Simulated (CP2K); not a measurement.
# MoS2 in CP2K: reference runs

Aim: a first look at MoS2 with PBEsol, on the cell as given and on a disturbed one, then over a range of volumes.

Everything below comes from runs of CP2K 2026.2. Logs are shortened: lines on timing, memory, paths and dates and some standing lists are left out, and cuts for length are marked.

### Step 1. Starting point

The cell holds a slab with vacuum, 6 atoms: a = 3.185 Å, b = 3.185 Å, c = 21.671 Å, α = 90.00°, β = 90.00°, γ = 120.00°.

### Step 2. Single point, PBEsol

mos2_scf.inp

```
&GLOBAL
  PROJECT mos2_scf
  RUN_TYPE ENERGY_FORCE
  PRINT_LEVEL LOW
&END GLOBAL
&FORCE_EVAL
  METHOD QS
  STRESS_TENSOR ANALYTICAL
  &DFT
    BASIS_SET_FILE_NAME BASIS_MOLOPT_UZH
    POTENTIAL_FILE_NAME POTENTIAL_UZH
    &MGRID
      CUTOFF 450
      REL_CUTOFF 60
      NGRIDS 4
    &END MGRID
    &QS
      METHOD GPW
      EPS_DEFAULT 1.0E-10
    &END QS
    &KPOINTS
      SCHEME MONKHORST-PACK 10 10 2
      GAMMA_CENTERED T
      SYMMETRY T
      SYMMETRY_BACKEND SPGLIB
    &END KPOINTS
    &SCF
      SCF_GUESS ATOMIC
      EPS_SCF 1.0E-6
      MAX_SCF 100
      ADDED_MOS 24
      CHOLESKY OFF
      EPS_EIGVAL 1.0E-7
      &DIAGONALIZATION ON
        ALGORITHM STANDARD
      &END DIAGONALIZATION
      &MIXING ON
        METHOD BROYDEN_MIXING
        ALPHA 0.4
        BETA 1.5
        NBUFFER 8
      &END MIXING
      &SMEAR ON
        METHOD FERMI_DIRAC
        ELECTRONIC_TEMPERATURE 580.23
      &END SMEAR
    &END SCF
    &XC
      &XC_FUNCTIONAL
        &GGA_X_PBE_SOL
        &END GGA_X_PBE_SOL
        &GGA_C_PBE_SOL
        &END GGA_C_PBE_SOL
      &END XC_FUNCTIONAL
    &END XC
    &PRINT
      &KPOINTS ON
      &END KPOINTS
      &MULLIKEN ON
      &END MULLIKEN
      &MO ON
        ENERGIES T
        OCCUPATION_NUMBERS T
        &EACH
          QS_SCF 0
        &END EACH
        ADD_LAST NUMERIC
      &END MO
      &LOWDIN ON
      &END LOWDIN
      &HIRSHFELD ON
        SHAPE_FUNCTION DENSITY
      &END HIRSHFELD
      &E_DENSITY_CUBE ON
        STRIDE 1
      &END E_DENSITY_CUBE
      &V_HARTREE_CUBE ON
        STRIDE 1
      &END V_HARTREE_CUBE
      &ELF_CUBE ON
        STRIDE 1
      &END ELF_CUBE
    &END PRINT
  &END DFT
  &SUBSYS
    &CELL
      ABC 3.1845414560 3.1845414560 21.6705347200
      ALPHA_BETA_GAMMA 90.0000000000 90.0000000000 120.0000000000
      PERIODIC XYZ
    &END CELL
    &COORD
      SCALED
      Mo  0.3333333333 0.6666666667 0.8511602300
      Mo  0.6666666667 0.3333333333 0.1488397700
      S   0.6666666667 0.3333333333 0.7796253900
      S   0.3333333333 0.6666666667 0.0772510000
      S   0.6666666667 0.3333333333 0.9227490000
      S   0.3333333333 0.6666666667 0.2203746100
    &END COORD
    &KIND Mo
      BASIS_SET TZVP-MOLOPT-PBE-GTH-q14
      POTENTIAL GTH-PBE-q14
    &END KIND
    &KIND S
      BASIS_SET TZVP-MOLOPT-PBE-GTH-q6
      POTENTIAL GTH-PBE-q6
    &END KIND
    &PRINT
      &ATOMIC_COORDINATES ON
      &END ATOMIC_COORDINATES
      &CELL ON
      &END CELL
    &END PRINT
  &END SUBSYS
  &PRINT
    &FORCES ON
    &END FORCES
    &STRESS_TENSOR ON
    &END STRESS_TENSOR
  &END PRINT
&END FORCE_EVAL
```

Potentials or basis: POTENTIAL_UZH Mo GTH-PBE-q14, S GTH-PBE-q6; TZVP-MOLOPT-PBE-GTH basis.

The run is started by

```console
OMP_NUM_THREADS=1 mpirun -n 3 cp2k.psmp -i mos2_scf.inp -o mos2_scf.out
```

mos2_scf.out:

```text

 CP2K| version string:                                       CP2K version 2026.2
 CP2K| Input file name                                              mos2_scf.inp

 GLOBAL| Force Environment number                                              1
 GLOBAL| Basis set file name                                    BASIS_MOLOPT_UZH
 GLOBAL| Potential file name                                       POTENTIAL_UZH
 GLOBAL| MM Potential file name                                     MM_POTENTIAL
 GLOBAL| Coordinate file name                                      __STD_INPUT__
 GLOBAL| Method name                                                        CP2K
 GLOBAL| Project name                                                   mos2_scf
 GLOBAL| Run type                                                   ENERGY_FORCE
 GLOBAL| FFT library                                                       FFTW3
 GLOBAL| Diagonalization library                                       ScaLAPACK
 GLOBAL| Cholesky decomposition library                                ScaLAPACK
 GLOBAL| DGEMM library                                                      BLAS
 GLOBAL| Direct generalized diagonalization requested                          F
 GLOBAL| Matrix multiplication library                                 ScaLAPACK
 GLOBAL| Global print level                                                  LOW
 GLOBAL| Total number of message passing processes                             3
 GLOBAL| Number of threads for this process                                    1
 GLOBAL| CPU model name                                                  UNKNOWN

 CELL| Volume [angstrom^3]:                                           190.324226
 CELL| Vector a [angstrom]:       3.185     0.000     0.000   |a| =     3.184541
 CELL| Vector b [angstrom]:      -1.592     2.758     0.000   |b| =     3.184541
 CELL| Vector c [angstrom]:       0.000     0.000    21.671   |c| =    21.670535
 CELL| Angle (b,c), alpha [degree]:                                    90.000000
 CELL| Angle (a,c), beta  [degree]:                                    90.000000
 CELL| Angle (a,b), gamma [degree]:                                   120.000000
 CELL| Numerically orthorhombic:                                              NO
 CELL| Periodicity                                                           XYZ

 CELL_REF| Volume [angstrom^3]:                                       190.324226
 CELL_REF| Vector a [angstrom     3.185     0.000     0.000   |a| =     3.184541
 CELL_REF| Vector b [angstrom    -1.592     2.758     0.000   |b| =     3.184541
 CELL_REF| Vector c [angstrom     0.000     0.000    21.671   |c| =    21.670535
 CELL_REF| Angle (b,c), alpha [degree]:                                90.000000
 CELL_REF| Angle (a,c), beta  [degree]:                                90.000000
 CELL_REF| Angle (a,b), gamma [degree]:                               120.000000
 CELL_REF| Numerically orthorhombic:                                          NO
 CELL_REF| Periodicity                                                       XYZ
[... 10 lines left out ...]

  Total number of            - Atomic kinds:                                   2
                             - Atoms:                                          6
                             - Shell sets:                                     6
                             - Shells:                                        50
                             - Primitive Cartesian functions:                 28
                             - Cartesian basis functions:                    154
                             - Spherical basis functions:                    138

  Maximum angular momentum of- Orbital basis functions:                        3
                             - Local part of the GTH pseudopotential:          2
                             - Non-local part of the GTH pseudopotential:      4

 MODULE QUICKSTEP: ATOMIC COORDINATES IN ANGSTROM

   Atom Kind Element         X             Y             Z       Z(eff)     Mass
      1    1 Mo   42     -0.000000      1.838596     18.445097  14.0000  95.9600
      2    1 Mo   42      1.592271      0.919298      3.225437  14.0000  95.9600
      3    2 S    16      1.592271      0.919298     16.894899   6.0000  32.0650
      4    2 S    16     -0.000000      1.838596      1.674070   6.0000  32.0650
      5    2 S    16      1.592271      0.919298     19.996464   6.0000  32.0650
      6    2 S    16     -0.000000      1.838596      4.775636   6.0000  32.0650

 SCF PARAMETERS         Density guess:                                    ATOMIC
                        --------------------------------------------------------
                        max_scf:                                             100
[... 7 lines left out ...]
                        --------------------------------------------------------
                        level_shift [a.u.]:                             0.000000
                        added MOs                                        24    0
[... 73 lines left out ...]
     7 Broy./Diag. 0.40E+00    1.3     0.00354208      -176.3991088743 -4.45E-02
     8 Broy./Diag. 0.40E+00    1.3     0.00147839      -176.3959289236  3.18E-03
     9 Broy./Diag. 0.40E+00    1.3     0.00121558      -176.4229290445 -2.70E-02
    10 Broy./Diag. 0.40E+00    1.3     0.00045209      -176.4292057221 -6.28E-03
    11 Broy./Diag. 0.40E+00    1.3     0.00045795      -176.4335669529 -4.36E-03
[... 5 lines left out ...]
    17 Broy./Diag. 0.40E+00    1.3     0.00001575      -176.4332563795 -3.36E-06
    18 Broy./Diag. 0.40E+00    1.3     0.00001043      -176.4332240564  3.23E-05
    19 Broy./Diag. 0.40E+00    1.3     0.00002159      -176.4331806982  4.34E-05
    20 Broy./Diag. 0.40E+00    1.3     0.00000404      -176.4331886701 -7.97E-06
    21 Broy./Diag. 0.40E+00    1.3     0.00000567      -176.4332163639 -2.77E-05
    22 Broy./Diag. 0.40E+00    1.3     0.00000442      -176.4332268535 -1.05E-05
    23 Broy./Diag. 0.40E+00    1.3     0.00000411      -176.4332280650 -1.21E-06
    24 Broy./Diag. 0.40E+00    1.3     0.00000306      -176.4332199044  8.16E-06
    25 Broy./Diag. 0.40E+00    1.3     0.00000210      -176.4332159442  3.96E-06
    26 Broy./Diag. 0.40E+00    1.3     0.00000064      -176.4332186372 -2.69E-06

  *** SCF run converged in    26 steps ***

  Electronic density on regular grids:        -51.9999999998        0.0000000002
  Core density on regular grids:               51.9999999961       -0.0000000039
  Total charge density on r-space grids:       -0.0000000037
  Total charge density g-space grids:          -0.0000000037

  Overlap energy of the core charge distribution:               0.00000000001069
  Self energy of the core charge distribution:               -352.25771164308082
  Core Hamiltonian energy:                                     79.21770554287407
  Hartree energy:                                             121.12098485079821
  Exchange-correlation energy:                                -24.51419738367793
  Electronic entropic energy:                                  -0.00000000413146
  Fermi energy:                                                 0.11004275998197

  Total energy:                                              -176.43321863720723
  Total energy (extrapolated to T->0):                       -176.43321863514151

 MO| EIGENVALUES AND OCCUPATION NUMBERS FOR K POINT 1
 MO|
 MO|  Index      Eigenvalue [a.u.]        Eigenvalue [eV]             Occupation
 MO|      1              -2.154769             -58.634238               2.000000
 MO|      2              -2.154768             -58.634209               2.000000
 MO|      3              -1.215748             -33.082181               2.000000
 MO|      4              -1.215747             -33.082164               2.000000
 MO|      5              -1.209347             -32.908007               2.000000
 MO|      6              -1.209345             -32.907963               2.000000
[... 774 lines left out ...]
 MO|     49               0.580142              15.786477               0.000000
 MO|     50               0.589759              16.048159               0.000000
 MO| Sum:                                                              52.000000
 MO| E(Fermi):            0.110043 a.u.          2.994416 eV

 [... the levels of further k-points ...]

 The electron density is written in Cube    file format to the file:

 mos2_scf-ELECTRON_DENSITY-1_0.cube

 !-----------------------------------------------------------------------------!
                     Mulliken Population Analysis

 #  Atom  Element  Kind  Atomic population                           Net charge
       1     Mo       1         14.334558                             -0.334558
       2     Mo       1         14.334558                             -0.334558
       3     S        2          5.859178                              0.140822
       4     S        2          5.806264                              0.193736
       5     S        2          5.806264                              0.193736
       6     S        2          5.859178                              0.140822
 # Total charge                             52.000000                  0.000000

 !-----------------------------------------------------------------------------!

 !-----------------------------------------------------------------------------!
                           Hirshfeld Charges

  #Atom  Element  Kind  Ref Charge     Population                    Net charge
      1       Mo     1      14.000         13.778                         0.222
      2       Mo     1      14.000         13.778                         0.222
      3       S      2       6.000          6.112                        -0.112
      4       S      2       6.000          6.111                        -0.111
      5       S      2       6.000          6.111                        -0.111
      6       S      2       6.000          6.112                        -0.112

  Total Charge                                                            0.000
 !-----------------------------------------------------------------------------!

 LOWDIN POPULATION ANALYSIS

 #  Atom  Element  Kind  Atomic population                           Net charge
       1     Mo       1         15.777137                             -1.777137
       2     Mo       1         15.777137                             -1.777137
       3     S        2          5.116652                              0.883348
       4     S        2          5.106211                              0.893789
       5     S        2          5.106211                              0.893789
       6     S        2          5.116652                              0.883348
 # Total charge                             52.000000                 -0.000000

               ----- ELF is computed on the real space grid -----

 ELF is written in Cube    file format to the file:

 mos2_scf-ELF_S1-1_0.cube

 ENERGY| Total FORCE_EVAL ( QS ) energy [hartree]           -176.433217554282578

 FORCES| Atomic forces [hartree/bohr]
 FORCES|   Atom     x               y               z               |f|
 FORCES|      1  1.29535039E-09  2.24775483E-08  3.55246677E-04   3.55246677E-04
 FORCES|      2 -1.47870419E-09 -2.20476196E-08 -3.55244831E-04   3.55244832E-04
 FORCES|      3  3.49619474E-11 -1.24047939E-08 -3.00248671E-03   3.00248671E-03
 FORCES|      4  3.75988809E-10  1.34264112E-08 -3.41759225E-03   3.41759225E-03
 FORCES|      5 -1.95351194E-10 -1.37582159E-08  3.41759043E-03   3.41759043E-03
 FORCES|      6 -3.21668905E-11  1.23061839E-08  3.00248668E-03   3.00248668E-03
 FORCES| Sum     7.88778563E-14 -4.86022104E-13  1.08461157E-12
 FORCES| Total atomic force                                       1.19114292E-12

 STRESS| Analytical stress tensor [bar]
 STRESS|                        x                   y                   z
 STRESS|      x       -1.20945481394E+04   3.09124168114E-02  -4.61735660325E-04
 STRESS|      y        3.09124168114E-02  -1.20945814687E+04   6.20547848217E-03
 STRESS|      z       -4.61735660325E-04   6.20547848217E-03   6.46339705154E+03
 STRESS| 1/3 Trace                                            -5.90857751886E+03
 STRESS| Determinant                                           9.45456011375E+11

 STRESS| Eigenvectors and eigenvalues of the analytical stress tensor [bar]
 STRESS|                        1                   2                   3
 STRESS| Eigenvalues  -1.20945999223E+04  -1.20945296858E+04   6.46339705154E+03
 STRESS|      x          -0.512576315215      0.858641672108     -0.000000024880
 STRESS|      y           0.858641672108      0.512576315215      0.000000334383
 STRESS|      z          -0.000000299868     -0.000000150034      1.000000000000
```

It took 40 s on 3 MPI ranks of Arm Neoverse V1, shared host.

What came out:

| Item | Value |
| --- | --- |
| Free energy | -4800.9920 eV |
| Largest force | 0.176 eV/Å |
| Band gap on the k mesh | 1.38 eV, indirect (least direct gap 1.92 eV) |
| Mulliken charges | Mo -0.33; S +0.14, +0.19 e |
| Hirshfeld charges | Mo +0.22; S -0.11 e |

Forces in eV/Å, atoms in the order of the input:
```
Mo   0.000  0.000  0.018
Mo   0.000  0.000 -0.018
S    0.000  0.000 -0.154
S    0.000  0.000 -0.176
S    0.000  0.000  0.176
S    0.000  0.000  0.154
```

Caveat: Mulliken charges move with the basis; the potentials were made for another functional, which shifts forces and pressure; the basis of atomic orbitals isn't converged, which shifts pressures, moduli and gaps.

### Step 3. Single point, PBEsol, 31.72 Å³/atom

mos2_eos.inp

```
&GLOBAL
  PROJECT mos2_eos
  RUN_TYPE ENERGY_FORCE
  PRINT_LEVEL LOW
&END GLOBAL
&FORCE_EVAL
  METHOD QS
  STRESS_TENSOR ANALYTICAL
  &DFT
    BASIS_SET_FILE_NAME BASIS_MOLOPT_UZH
    POTENTIAL_FILE_NAME POTENTIAL_UZH
    &MGRID
      CUTOFF 450
      REL_CUTOFF 60
      NGRIDS 4
    &END MGRID
    &QS
      METHOD GPW
      EPS_DEFAULT 1.0E-10
    &END QS
    &KPOINTS
      SCHEME MONKHORST-PACK 10 10 2
      GAMMA_CENTERED T
      SYMMETRY T
      SYMMETRY_BACKEND SPGLIB
    &END KPOINTS
    &SCF
      SCF_GUESS ATOMIC
      EPS_SCF 1.0E-6
      MAX_SCF 100
      ADDED_MOS 24
      CHOLESKY OFF
      EPS_EIGVAL 1.0E-7
      &DIAGONALIZATION ON
        ALGORITHM STANDARD
      &END DIAGONALIZATION
      &MIXING ON
        METHOD BROYDEN_MIXING
        ALPHA 0.4
        BETA 1.5
        NBUFFER 8
      &END MIXING
      &SMEAR ON
        METHOD FERMI_DIRAC
        ELECTRONIC_TEMPERATURE 580.23
      &END SMEAR
    &END SCF
    &XC
      &XC_FUNCTIONAL
        &GGA_X_PBE_SOL
        &END GGA_X_PBE_SOL
        &GGA_C_PBE_SOL
        &END GGA_C_PBE_SOL
      &END XC_FUNCTIONAL
    &END XC
    &PRINT
      &KPOINTS ON
      &END KPOINTS
      &MULLIKEN ON
      &END MULLIKEN
      &MO ON
        ENERGIES T
        OCCUPATION_NUMBERS T
        &EACH
          QS_SCF 0
        &END EACH
        ADD_LAST NUMERIC
      &END MO
    &END PRINT
  &END DFT
  &SUBSYS
    &CELL
      A 3.1845414560 0.0000000000 0.0000000000
      B -1.5922707280 2.7578938003 0.0000000000
      C 0.0000000000 0.0000000000 21.6705347200
      PERIODIC XYZ
    &END CELL
    &COORD
      SCALED
      Mo  0.3333333333 0.6666666667 0.8511602300
      Mo  0.6666666667 0.3333333333 0.1488397700
      S   0.6666666667 0.3333333333 0.7796253900
      S   0.3333333333 0.6666666667 0.0772510000
      S   0.6666666667 0.3333333333 0.9227490000
      S   0.3333333333 0.6666666667 0.2203746100
    &END COORD
    &KIND Mo
      BASIS_SET TZVP-MOLOPT-PBE-GTH-q14
      POTENTIAL GTH-PBE-q14
    &END KIND
    &KIND S
      BASIS_SET TZVP-MOLOPT-PBE-GTH-q6
      POTENTIAL GTH-PBE-q6
    &END KIND
    &PRINT
      &ATOMIC_COORDINATES ON
      &END ATOMIC_COORDINATES
      &CELL ON
      &END CELL
    &END PRINT
  &END SUBSYS
  &PRINT
    &FORCES ON
    &END FORCES
    &STRESS_TENSOR ON
    &END STRESS_TENSOR
  &END PRINT
&END FORCE_EVAL
```

Potentials or basis: POTENTIAL_UZH Mo GTH-PBE-q14, S GTH-PBE-q6; TZVP-MOLOPT-PBE-GTH basis.

The run is started by

```console
OMP_NUM_THREADS=1 mpirun -n 3 cp2k.psmp -i mos2_eos.inp -o mos2_eos.out
```

Wall time 37 s (3 MPI ranks of Arm Neoverse V1, shared host).

It converged, with:

| Property | Result |
| --- | --- |
| Free energy | -4800.9920 eV |
| Largest force | 0.176 eV/Å |
| Band gap on the k mesh | 1.38 eV, indirect (least direct gap 1.92 eV) |
| Mulliken charges | Mo -0.33; S +0.14, +0.19 e |

Caveat: Mulliken charges move with the basis; the potentials were made for another functional, which shifts forces and pressure; the basis of atomic orbitals isn't converged, which shifts pressures, moduli and gaps.

### Step 4. Single point, PBEsol, 31.09 Å³/atom (volume scaled by 0.98)

Changes to mos2_eos.inp since step 3:

```diff
@@ -11,2 +11,3 @@
     POTENTIAL_FILE_NAME POTENTIAL_UZH
+    WFN_RESTART_FILE_NAME previous-RESTART.kp
     &MGRID
@@ -27,3 +28,3 @@
     &SCF
-      SCF_GUESS ATOMIC
+      SCF_GUESS RESTART
       EPS_SCF 1.0E-6
@@ -72,5 +73,5 @@
     &CELL
-      A 3.1845414560 0.0000000000 0.0000000000
-      B -1.5922707280 2.7578938003 0.0000000000
-      C 0.0000000000 0.0000000000 21.6705347200
+      A 3.1631680506 0.0000000000 0.0000000000
+      B -1.5815840253 2.7393838882 0.0000000000
+      C 0.0000000000 0.0000000000 21.5250905073
       PERIODIC XYZ
```

The run is started by

```console
OMP_NUM_THREADS=1 mpirun -n 3 cp2k.psmp -i mos2_eos.inp -o mos2_eos.out
```

Wall time 31 s (3 MPI ranks of Arm Neoverse V1, shared host).

The run converged. Its results:

```
Free energy            : -4800.9853 eV
Largest force          : 0.529 eV/Å
Band gap on the k mesh : 1.41 eV, indirect (least direct gap 1.98 eV)
Mulliken charges       : Mo -0.35; S +0.15, +0.20 e
```

Caveat: Mulliken charges move with the basis; the potentials were made for another functional, which shifts forces and pressure; the basis of atomic orbitals isn't converged, which shifts pressures, moduli and gaps.

### Step 5. Single point, PBEsol, 32.36 Å³/atom (volume scaled by 1.02)

Changes to mos2_eos.inp since step 4:

```diff
@@ -73,5 +73,5 @@
     &CELL
-      A 3.1631680506 0.0000000000 0.0000000000
-      B -1.5815840253 2.7393838882 0.0000000000
-      C 0.0000000000 0.0000000000 21.5250905073
+      A 3.2056317491 0.0000000000 0.0000000000
+      B -1.6028158746 2.7761585299 0.0000000000
+      C 0.0000000000 0.0000000000 21.8140523775
       PERIODIC XYZ
```

The run is started by

```console
OMP_NUM_THREADS=1 mpirun -n 3 cp2k.psmp -i mos2_eos.inp -o mos2_eos.out
```

It took 27 s on 3 MPI ranks of Arm Neoverse V1, shared host.

The run converged. Its results:

```yaml
Free_energy: -4800.9586 eV
Largest_force: 0.176 eV/Å
Band_gap_on_the_k_mesh: 1.35 eV, indirect (least direct gap 1.87 eV)
Mulliken_charges: Mo -0.32; S +0.14, +0.18 e
```

Caveat: Mulliken charges move with the basis; the potentials were made for another functional, which shifts forces and pressure; the basis of atomic orbitals isn't converged, which shifts pressures, moduli and gaps.

(Continued in part 2 of 2.)
